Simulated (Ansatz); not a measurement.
# Band structure of Te₂Mo

```yaml
crystal:
  lattice:
    - [0.00000, 3.32808, 3.32808]
    - [3.32808, 0.00000, 3.32808]
    - [3.32808, 3.32808, 0.00000]
  atoms:
    - { symbol: Mo, position: [0.00000, 0.00000, 0.00000] }
    - { symbol: Te, position: [0.25000, 0.25000, 0.25000] }
    - { symbol: Te, position: [0.75000, 0.75000, 0.75000] }
```

Atom numbers follow the list: Mo1, Te2, Te3.

The structure comes from a relaxation in the same program, started in the fluorite type, and has space group Fm-3m. Whether it is a known phase or the ground state wasn't checked.

Spin–orbit coupling is left out, though it moves levels of the heavy atoms by tenths of an eV or more.

All numbers below come from DFT, PBE, all-electron LAPW, scalar-relativistic (Ansatz 0.2.0).

The runs use a Γ-centred 11×11×11 k mesh, Fermi–Dirac smearing of 0.05 eV, basis error target 0.5 meV/atom, no spin polarisation.

Points in fractions of the reciprocal vectors of this cell: Γ (0, 0, 0), X (0.5, 0, 0.5), U (0.625, 0.25, 0.625), K (0.375, 0.375, 0.75), L (0.5, 0.5, 0.5), W (0.5, 0.25, 0.75). The path joins them by straight lines in the order Γ–X–U–K–Γ–L–W–X; legs that retrace an earlier one aren't tabulated. Energies are in eV from the Fermi level.

(1) Metal or insulator at this level of theory?

(2) Tabulate bands 37 to 42, counted from the lowest band of the run, along the path.

## Answers

(1) No gap opens: metallic or semimetallic.

(2) 
| k (1/Å) | point | band 37 | band 38 | band 39 | band 40 | band 41 | band 42 |
| --- | --- | --- | --- | --- | --- | --- | --- |
| 0.00 | Γ | -0.69 | 0.20 | 0.20 | 0.20 | 3.22 | 3.22 |
| 0.13 |  | -0.66 | 0.16 | 0.16 | 0.29 | 2.65 | 2.65 |
| 0.27 |  | -0.60 | -0.03 | -0.03 | 0.24 | 2.29 | 2.29 |
| 0.40 |  | -0.49 | -0.41 | -0.41 | 0.00 | 2.35 | 2.35 |
| 0.54 |  | -0.88 | -0.88 | -0.37 | -0.30 | 2.69 | 2.69 |
| 0.67 |  | -1.30 | -0.57 | -0.45 | -0.25 | 2.94 | 3.15 |
| 0.81 |  | -1.58 | -0.75 | -0.16 | 0.66 | 2.63 | 3.56 |
| 0.94 | X | -1.69 | -0.81 | -0.13 | 1.26 | 2.34 | 3.73 |
| 0.99 |  | -1.69 | -0.79 | -0.13 | 1.26 | 2.33 | 3.70 |
| 1.04 |  | -1.68 | -0.73 | -0.12 | 1.27 | 2.26 | 3.63 |
| 1.09 |  | -1.67 | -0.65 | -0.10 | 1.28 | 2.15 | 3.52 |
| 1.13 |  | -1.66 | -0.54 | -0.09 | 1.30 | 1.98 | 3.40 |
| 1.18 |  | -1.65 | -0.44 | -0.06 | 1.32 | 1.75 | 3.29 |
| 1.23 |  | -1.62 | -0.34 | -0.03 | 1.36 | 1.48 | 3.18 |
| 1.28 | U | -1.60 | -0.27 | 0.00 | 1.17 | 1.40 | 3.09 |
| 1.36 |  | -1.58 | -0.25 | 0.03 | 0.97 | 1.49 | 2.85 |
| 1.44 |  | -1.57 | -0.23 | 0.08 | 0.81 | 1.60 | 2.58 |
| 1.53 |  | -1.57 | -0.22 | 0.10 | 0.73 | 1.67 | 2.42 |
| 1.61 |  | -1.57 | -0.22 | 0.10 | 0.73 | 1.67 | 2.42 |
| 1.69 |  | -1.57 | -0.23 | 0.08 | 0.81 | 1.60 | 2.58 |
| 1.77 |  | -1.58 | -0.25 | 0.03 | 0.97 | 1.49 | 2.85 |
| 1.86 | K | -1.60 | -0.27 | 0.00 | 1.17 | 1.40 | 3.09 |
| 2.00 |  | -1.47 | -0.23 | 0.14 | 0.16 | 1.54 | 2.91 |
| 2.14 |  | -1.42 | -0.73 | -0.35 | 0.31 | 1.60 | 2.88 |
| 2.28 |  | -2.14 | -0.73 | -0.47 | 0.51 | 1.61 | 2.69 |
| 2.43 |  | -2.40 | -0.45 | -0.37 | 0.66 | 1.69 | 2.37 |
| 2.57 |  | -1.50 | -0.29 | -0.03 | 0.68 | 1.96 | 2.29 |
| 2.71 |  | -0.87 | 0.01 | 0.15 | 0.45 | 2.53 | 2.62 |
| 2.86 | Γ | -0.69 | 0.20 | 0.20 | 0.20 | 3.22 | 3.22 |
| 2.97 |  | -0.89 | -0.04 | 0.33 | 0.33 | 2.58 | 2.97 |
| 3.09 |  | -1.26 | -0.64 | 0.46 | 0.46 | 1.96 | 2.78 |
| 3.21 |  | -1.64 | -1.36 | 0.38 | 0.38 | 1.51 | 2.78 |
| 3.32 |  | -1.97 | -1.97 | 0.14 | 0.14 | 1.26 | 2.92 |
| 3.44 |  | -2.24 | -2.24 | -0.13 | -0.13 | 1.19 | 3.06 |
| 3.56 |  | -2.42 | -2.33 | -0.34 | -0.34 | 1.23 | 3.16 |
| 3.67 | L | -2.49 | -2.27 | -0.42 | -0.42 | 1.27 | 3.19 |
| 3.77 |  | -2.22 | -2.05 | -0.38 | -0.38 | 1.31 | 3.15 |
| 3.87 |  | -1.87 | -1.54 | -0.27 | -0.27 | 1.44 | 3.03 |
| 3.96 |  | -1.66 | -0.91 | -0.18 | -0.11 | 1.61 | 2.87 |
| 4.06 |  | -1.56 | -0.26 | -0.16 | 0.08 | 1.71 | 2.69 |
| 4.15 |  | -1.56 | -0.20 | 0.07 | 0.56 | 1.69 | 2.46 |
| 4.25 |  | -1.60 | -0.26 | 0.18 | 1.18 | 1.66 | 2.16 |
| 4.34 | W | -1.62 | -0.29 | 0.21 | 1.64 | 1.64 | 1.82 |
| 4.41 |  | -1.63 | -0.30 | 0.18 | 1.50 | 1.84 | 1.84 |
| 4.48 |  | -1.64 | -0.33 | 0.10 | 1.40 | 1.90 | 2.10 |
| 4.54 |  | -1.65 | -0.41 | 0.00 | 1.34 | 1.99 | 2.43 |
| 4.61 |  | -1.66 | -0.53 | -0.07 | 1.30 | 2.10 | 2.83 |
| 4.68 |  | -1.67 | -0.66 | -0.10 | 1.28 | 2.22 | 3.24 |
| 4.75 |  | -1.68 | -0.77 | -0.12 | 1.27 | 2.31 | 3.58 |
| 4.81 | X | -1.69 | -0.81 | -0.13 | 1.26 | 2.34 | 3.73 |
